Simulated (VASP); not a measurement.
# Al2O3 (Cmcm) in VASP: single point with LDA

Aim: the single point of Al2O3 with LDA.

Everything below comes from runs of VASP 6.6.1. Logs are shortened: lines on timing, memory, paths and dates and some standing lists are left out, and cuts for length are marked.

## (1) The structure

Symmetry: Cmcm, No. 63, orthorhombic system. The conventional cell has a = 2.674 Å, b = 8.954 Å, c = 7.045 Å, α = 90.00°, β = 90.00°, γ = 90.00°. Around Al (site symmetry 2/m) lie 6 O at 1.87 to 2.02 Å. Around Al (site symmetry m2m) lie 6 O at 1.86 to 2.06 Å. O (site symmetry m) has 4 Al at 1.87 to 2.06 Å as nearest neighbours. Around O (site symmetry m2m) lie 4 Al at 1.86 to 2.02 Å.

Measurements of this composition are mostly on another form, of space group No. 167.

## (2) Single point, LDA

Contents of INCAR:

```
ALGO = Normal
EDIFF = 1E-7
ENCUT = 520
ISIF = 2
ISMEAR = 0
LASPH = True
LCHARG = True
LELF = True
LREAL = False
LVHAR = True
LWAVE = False
NBANDS = 35
NELM = 100
PREC = Accurate
SIGMA = 0.01
```

Contents of KPOINTS:

```
k-points
0
Gamma
  7 7 3
```

Contents of POSCAR:

```
Al2O3
1.0
    1.3369600000     -4.4770600000      0.0000000000
    1.3369600000      4.4770600000      0.0000000000
    0.0000000000      0.0000000000      7.0450300000
Al O
4 6
Direct
    0.0000000000      0.0000000000      0.5000000000
    0.2454481021      0.7545518979      0.7500000000
    0.7545518979      0.2454481021      0.2500000000
    0.0000000000      0.0000000000      0.0000000000
    0.6330484857      0.3669515143      0.9216816997
    0.8905832527      0.1094167473      0.7500000000
    0.3669515143      0.6330484857      0.0783183003
    0.3669515143      0.6330484857      0.4216816997
    0.1094167473      0.8905832527      0.2500000000
    0.6330484857      0.3669515143      0.5783183003
```

Potentials or basis: VASP PAW LDA potentials, release 64 (Al, O).

On the command line:

```
$ cat potpaw_LDA.64/Al/POTCAR potpaw_LDA.64/O/POTCAR > POTCAR
$ mpirun -np 1 vasp_std > vasp.out
```

OUTCAR:

```text
EDIFF = 1E-7
   ENCUT = 520
   ISIF = 2
   ISMEAR = 0
   LASPH = True
   LREAL = False
   NELM = 100
   PREC = Accurate

 ion  position               nearest neighbor table
   1  0.000  0.000  0.500-  10 1.87   8 1.87  10 1.87   8 1.87   6 2.02   9 2.02   2 2.82   3 2.82
                             3 3.18   2 3.18   2 3.18   3 3.18
   2  0.245  0.755  0.750-   6 1.86   6 1.86  10 2.06   5 2.06   5 2.06  10 2.06   8 2.56   7 2.56
                             4 2.82   1 2.82   4 3.18   4 3.18   1 3.18   1 3.18
   3  0.755  0.245  0.250-   9 1.86   9 1.86   7 2.06   7 2.06   8 2.06   8 2.06  10 2.56   5 2.56
                             4 2.82   1 2.82   1 3.18   1 3.18   4 3.18   4 3.18
   4  0.000  0.000  0.000-   5 1.87   7 1.87   5 1.87   7 1.87   6 2.02   9 2.02   2 2.82   3 2.82
                             3 3.18   2 3.18   2 3.18   3 3.18
   5  0.633  0.367  0.922-   4 1.87   4 1.87   2 2.06   2 2.06   3 2.56
   6  0.891  0.109  0.750-   2 1.86   2 1.86   4 2.02   1 2.02
   7  0.367  0.633  0.078-   4 1.87   4 1.87   3 2.06   3 2.06   2 2.56
   8  0.367  0.633  0.422-   1 1.87   1 1.87   3 2.06   3 2.06   2 2.56
   9  0.109  0.891  0.250-   3 1.86   3 1.86   4 2.02   1 2.02
  10  0.633  0.367  0.578-   1 1.87   1 1.87   2 2.06   2 2.06   3 2.56

  LATTYP: Found a base centered orthorhombic cell.
 ALAT       =     2.6739200000
 B/A-ratio  =     3.3486865725
 C/A-ratio  =     2.6347198121

  Lattice vectors:

 A1 = (   1.3369600000,  -4.4770600000,   0.0000000000)
 A2 = (   1.3369600000,   4.4770600000,   0.0000000000)
 A3 = (   0.0000000000,   0.0000000000,   7.0450300000)

Analysis of symmetry for initial positions (statically):
=====================================================================
 Subroutine PRICEL returns:
 Original cell was already a primitive cell.

 Routine SETGRP: Setting up the symmetry group for a
 base centered orthorhombic supercell.

 Subroutine GETGRP returns: Found  8 space group operations
 (whereof  4 operations were pure point group operations)
 out of a pool of  8 trial point group operations.

The static configuration has the point symmetry C_2h.
 The point group associated with its full space group is D_2h.

Analysis of symmetry for dynamics (positions and initial velocities):
=====================================================================
 Subroutine PRICEL returns:
 Original cell was already a primitive cell.

 Routine SETGRP: Setting up the symmetry group for a
 base centered orthorhombic supercell.

 Subroutine GETGRP returns: Found  8 space group operations
 (whereof  4 operations were pure point group operations)
 out of a pool of  8 trial point group operations.

The dynamic configuration has the point symmetry C_2h.
 The point group associated with its full space group is D_2h.

 Subroutine INISYM returns: Found  8 space group operations
 (whereof  4 operations are pure point group operations),
 and found     1 'primitive' translations

----------------------------------------------------------------------------------------

                                     Primitive cell

  volume of cell :      84.3382

  direct lattice vectors                    reciprocal lattice vectors
     1.336960000 -4.477060000  0.000000000     0.373982767 -0.111680433  0.000000000
     1.336960000  4.477060000  0.000000000     0.373982767  0.111680433  0.000000000
     0.000000000  0.000000000  7.045030000     0.000000000  0.000000000  0.141944037

  length of vectors
     4.672422100  4.672422100  7.045030000     0.390301972  0.390301972  0.141944037

  position of ions in fractional coordinates (direct lattice)
     0.000000000  0.000000000  0.500000000
     0.245448102  0.754551898  0.750000000
     0.754551898  0.245448102  0.250000000
     0.000000000  0.000000000  0.000000000
     0.633048486  0.366951514  0.921681700
     0.890583253  0.109416747  0.750000000
     0.366951514  0.633048486  0.078318300
     0.366951514  0.633048486  0.421681700
     0.109416747  0.890583253  0.250000000
     0.633048486  0.366951514  0.578318300

  ion indices of the primitive-cell ions
   primitive index   ion index
                 1           1
                 2           2
                 3           3
                 4           4
                 5           5
                 6           6
                 7           7
                 8           8
                 9           9
                10          10

----------------------------------------------------------------------------------------

 KPOINTS: k-points

Automatic generation of k-mesh.
 Grid dimensions read from file:
 generate k-points for:    7    7    3

 Generating k-lattice:

  Cartesian coordinates                     Fractional coordinates (reciprocal lattice)
     0.053426110 -0.015954348  0.000000000     0.142857143  0.000000000  0.000000000
     0.053426110  0.015954348  0.000000000     0.000000000  0.142857143  0.000000000
     0.000000000  0.000000000  0.047314679     0.000000000  0.000000000  0.333333333

  Length of vectors
     0.055757425  0.055757425  0.047314679

  Shift w.r.t. Gamma in fractional coordinates (k-lattice)
     0.000000000  0.000000000  0.000000000

 Subroutine IBZKPT returns following result:
 ===========================================

 Found     32 irreducible k-points:

 Following reciprocal coordinates:
            Coordinates               Weight
  0.000000  0.000000  0.000000      1.000000
  0.142857  0.000000  0.000000      4.000000
  0.285714  0.000000  0.000000      4.000000
  0.428571  0.000000  0.000000      4.000000
  0.142857  0.142857  0.000000      2.000000
  0.285714  0.142857  0.000000      4.000000
[... 16 lines left out ...]
  0.428571  0.142857  0.333333      8.000000
 -0.428571  0.142857  0.333333      8.000000
 [... further k-points ...]
   k-points           NKPTS =     32   k-points in BZ     NKDIM =     32   number of bands    NBANDS=     35
   number of dos      NEDOS =    301   number of ions     NIONS =     10
   total plane-waves  NPLWV =  69984
   dimension x,y,z NGX =    36 NGY =   36 NGZ =   54
   dimension x,y,z NGXF=    72 NGYF=   72 NGZF=  108
   ions per type =               4   6
   NGX,Y,Z   is equivalent  to a cutoff of  12.81, 12.81, 12.74 a.u.
   NGXF,Y,Z  is equivalent  to a cutoff of  25.62, 25.62, 25.49 a.u.
 SYSTEM =  unknown system
   PREC   = accura    normal or accurate (medium, high low for compatibility)
   ISTART =      0    job   : 0-new  1-cont  2-samecut
   ICHARG =      2    charge: 1-file 2-atom 10-const
   ISPIN  =      1    spin polarized calculation?
   LNONCOLLINEAR =      F non collinear calculations
   LSORBIT =      F    spin-orbit coupling
   LASPH  =      T    aspherical Exc in radial PAW
   ENCUT  =  520.0 eV  38.22 Ry    6.18 a.u.   8.69  8.69 13.10*2*pi/ulx,y,z
   NELM   =    100;   NELMIN=  2; NELMDL= -5     # of ELM steps
   EDIFF  = 0.1E-06   stopping-criterion for ELM
   LREAL  =      F    real-space projection
   EDIFFG = 0.1E-05   stopping-criterion for IOM
   NSW    =      0    number of steps for IOM
   IBRION =     -1    ionic relax: 0-MD 1-quasi-New 2-CG
   NFREE  =      0    steps in history (QN), initial steepest desc. (CG)
   ISIF   =      2    stress and relaxation
   ISYM   =      2    0-nonsym 1-usesym 2-fastsym
   POTIM  = 0.5000    time-step for ionic-motion
   TEBEG  =    0.0;   TEEND  =   0.0 temperature during run
   PSTRESS=    0.0 pullay stress
   NELECT =      48.0000    total number of electrons
   NUPDOWN=      -1.0000    fix difference up-down
   EMIN   =  10.00;   EMAX   =-10.00  energy-range for DOS
   EFERMI =   0.00;   METHOD = LEGACY
   ISMEAR =     0;   SIGMA  =   0.01  broadening in eV -4-tet -1-fermi 0-gaus
   EFERMI_NEDOS =   21; number of points for ismear=-14 and -15
   IALGO  =     38    algorithm
   IMIX   =      4    mixing-type and parameters
     AMIX     =   0.40;   BMIX     =  1.00
     AMIX_MAG =   1.60;   BMIX_MAG =  1.00
  volume/ion in A,a.u.               =       8.43        56.91
  Fermi-wavevector in a.u.,A,eV,Ry     =   1.356690  2.563772 25.042977  1.840607
  Thomas-Fermi vector in A             =   2.483672
   LORBIT       =      0    0 simple, 1 ext, 2 COOP (PROOUT), +10 PAW based schemes
   GGA     = CA    functional components
   LHFCALC =     F    Hartree Fock is set to
   AEXX    =    0.0000 exact exchange contribution
   IVDW    =     0    specifies the selected vdW correction
   LEPSILON=     F    determine dielectric tensor
   LRPA    =     F    only Hartree local field effects (RPA)
 non-spin polarized calculation
 Gauss-broadening in eV      SIGMA  =   0.01
  energy-cutoff  :      520.00
  volume of cell :       84.34
 maximum number of plane-waves:      2296
   NGX = 17   NGY = 17   NGZ = 27

 number of electron      47.9999993 magnetization

 Free energy of the ion-electron system (eV)
  ---------------------------------------------------
  ext. energy  EPLUGINS =         0.00000000
  ---------------------------------------------------
  free energy    TOTEN  =       -80.26670884 eV

  energy without entropy =      -80.26670884  energy(sigma->0) =      -80.26670884

 E-fermi :   7.1968     XC(G=0): -12.2913

 val. band max:        7.0797690862   @ k =   0.0000   0.0000   0.0000
 cond. band min:      11.3314777456   @ k =   0.0000   0.0000   0.0000
 fundamental gap:      4.2517086594
 Fermi energy:         7.1968305041

 k-point     1 :       0.0000    0.0000    0.0000
  band No.  band energies     occupation
      1     -12.8231      2.00000
      2     -11.3182      2.00000
      3     -11.2285      2.00000
      4     -10.5207      2.00000
      5      -9.9087      2.00000
      6      -9.8464      2.00000
[... 27 lines left out ...]
     34      18.5934      0.00000
     35      19.7217      0.00000
[... 843 lines left out ...]
      5      -9.8865      2.00000
      6      -9.6723      2.00000
[... 27 lines left out ...]
     34      18.3462      0.00000
     35      19.6399      0.00000

 [... further k-points ...]

------------------------ aborting loop because EDIFF is reached ----------------------------------------

  FORCE on cell =-STRESS in cart. coord.  units (eV):
  Direction    XX          YY          ZZ          XY          YZ          ZX
  --------------------------------------------------------------------------------------
  -------------------------------------------------------------------------------------
  Total       -6.0073434     -5.8305436     -5.4023505      0.0000000     -0.0000000      0.0000000
  in kB     -114.1218666   -110.7631903   -102.6287803      0.0000000     -0.0000000      0.0000000
  external PRESSURE =    -109.1712791 kB  Pullay stress =       0.0000000 kB

 VOLUME and BASIS-vectors are now :
 -----------------------------------------------------------------------------
  energy-cutoff  :      520.00
  volume of cell :       84.34
      direct lattice vectors                 reciprocal lattice vectors
     1.336960000 -4.477060000  0.000000000     0.373982767 -0.111680433  0.000000000
     1.336960000  4.477060000  0.000000000     0.373982767  0.111680433  0.000000000
     0.000000000  0.000000000  7.045030000     0.000000000  0.000000000  0.141944037

 POSITION                                       TOTAL-FORCE (eV/Angst)
 -----------------------------------------------------------------------------------
      0.00000      0.00000      3.52251         0.000000      0.000000      0.000000
      1.33696      2.27929      5.28377         0.000000      0.051985      0.000000
      1.33696     -2.27929      1.76126         0.000000     -0.051985      0.000000
      0.00000      0.00000      0.00000         0.000000      0.000000      0.000000
      1.33696     -1.19133      6.49328         0.000000     -0.041340     -0.016909
      1.33696     -3.49733      5.28377         0.000000     -0.068290     -0.000000
      1.33696      1.19133      0.55175         0.000000      0.041340      0.016909
      1.33696      1.19133      2.97076         0.000000      0.041340     -0.016909
      1.33696      3.49733      1.76126         0.000000      0.068290      0.000000
      1.33696     -1.19133      4.07427         0.000000     -0.041340      0.016909
 -----------------------------------------------------------------------------------
    total drift:                                0.000000     -0.000000     -0.000000

  FREE ENERGIE OF THE ION-ELECTRON SYSTEM (eV)
  ---------------------------------------------------
  free  energy   TOTEN  =       -80.2667088390 eV

  energy  without entropy=      -80.2667088390  energy(sigma->0) =      -80.26670884
```

It took 1.9 min on 1 thread of Intel Xeon Platinum 8488C (Sapphire Rapids), shared host; peak memory 0.23 GiB.

Results:

* Free energy: -80.2667 eV
* Pressure: -10.9 GPa
* Largest force: 0.068 eV/Å
* Band gap on the k mesh: 4.25 eV, direct

Forces in eV/Å, atoms in the order of the input:
```
Al   0.000  0.000  0.000
Al   0.000  0.052  0.000
Al   0.000 -0.052  0.000
Al   0.000  0.000  0.000
O    0.000 -0.041 -0.017
O    0.000 -0.068  0.000
O    0.000  0.041  0.017
O    0.000  0.041 -0.017
O    0.000  0.068  0.000
O    0.000 -0.041  0.017
```

Stress tensor (GPa, compression positive):
```
-11.41   0.00   0.00
  0.00 -11.08   0.00
  0.00   0.00 -10.26
```

Levels at points of the mesh, in eV from the valence-band top:
```tsv
k point	band 21	band 22	band 23	band 24	band 25	band 26	band 27	band 28
(0.00, 0.00, 0.00)	-1.38	-1.01	-0.81	0.00	4.25	6.38	8.39	8.41
```

Caveat: an odd mesh through Γ misses points on the zone boundary, where band edges often lie. As with any semilocal functional, this LDA gap is likely too small.
